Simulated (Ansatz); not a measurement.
**AlN in Ansatz: convergence with k mesh**

Input of the first run (k mesh 3 × 3 × 2); the others differ in this setting and in those tied to it:

File input.yaml:

```yaml
crystal:
  lattice:
    - [3.113, 0.0, 0.0]
    - [-1.5565, 2.695937082, 0.0]
    - [0.0, 0.0, 4.981]
  atoms:
    - { symbol: Al, position: [0.6666666667, 0.3333333333, 0.5] }
    - { symbol: Al, position: [0.3333333333, 0.6666666667, 0.0] }
    - { symbol: "N", position: [0.6666666667, 0.3333333333, 0.88] }
    - { symbol: "N", position: [0.3333333333, 0.6666666667, 0.38] }
hamiltonian:
  xc: pbe
  pseudopotentials: { kind: nc, accuracy: standard }
kpoints:
  mp_grid: { grid: [3, 3, 2] }
scf:
  occupations: { method: gaussian, width: 0.05 }
output:
  forces: true
  stress: true
  eigenvalues: true
```

Potentials or basis: PseudoDojo standard (PBE files).

Run with:

```sh
$ ansatz run input.yaml --threads 2 --pin off --max-ram 5632MiB --backend cpu --events-out ev --progress --plain --runs-dir out
```

Hardware: 2 threads of Intel(R) Xeon(R) Processor @ 2.50GHz (Skylake/Cascade Lake), with other jobs on the host.

Task: The values tried are 3 × 3 × 2, 4 × 4 × 2, 5 × 5 × 3, 6 × 6 × 3, 7 × 7 × 4, 9 × 9 × 5, 11 × 11 × 6, 13 × 13 × 8, 16 × 16 × 9, loosest first. From which on does the largest force stay within 0.005 eV/Å of the tightest run that finished?

Result: From 5 × 5 × 3 on.

```csv
k mesh,"energy less the tightest run, at zero smearing (meV/atom)",pressure (GPa),largest force (eV/Å),gap on the mesh (eV),SCF cycles,CPU time (s),peak memory (GiB)
3 × 3 × 2,46.13,3.44,0.200,4.203,7,2.9,0.31
4 × 4 × 2,7.91,3.32,0.148,4.217,7,3.1,0.32
5 × 5 × 3,1.97,3.36,0.134,4.219,7,3.9,0.32
6 × 6 × 3,0.75,3.37,0.130,4.220,7,4.9,0.33
7 × 7 × 4,0.07,3.37,0.131,4.221,7,8,0.34
9 × 9 × 5,0.01,3.37,0.131,4.221,7,11,0.35
11 × 11 × 6,0.00,3.37,0.131,4.221,7,20,0.39
13 × 13 × 8,0.00,3.37,0.131,4.221,7,32,0.45
16 × 16 × 9,0.00,3.37,0.131,4.221,7,46,0.51
```

Against the tightest run, the energy stays within 1 meV/atom from 6 × 6 × 3 on; the pressure stays within 0.1 GPa from 3 × 3 × 2 on; the gap on the mesh stays within 0.01 eV from 4 × 4 × 2 on. Meshes of other sizes hit other points, so gaps and Fermi surfaces needn't settle smoothly. The tightest run that finished is the yardstick and may itself not be fully converged.

Caveat, for the tightest run too: odd divisions of the mesh miss points on the zone boundary, where band edges often lie, so the gap on the mesh can be too wide.
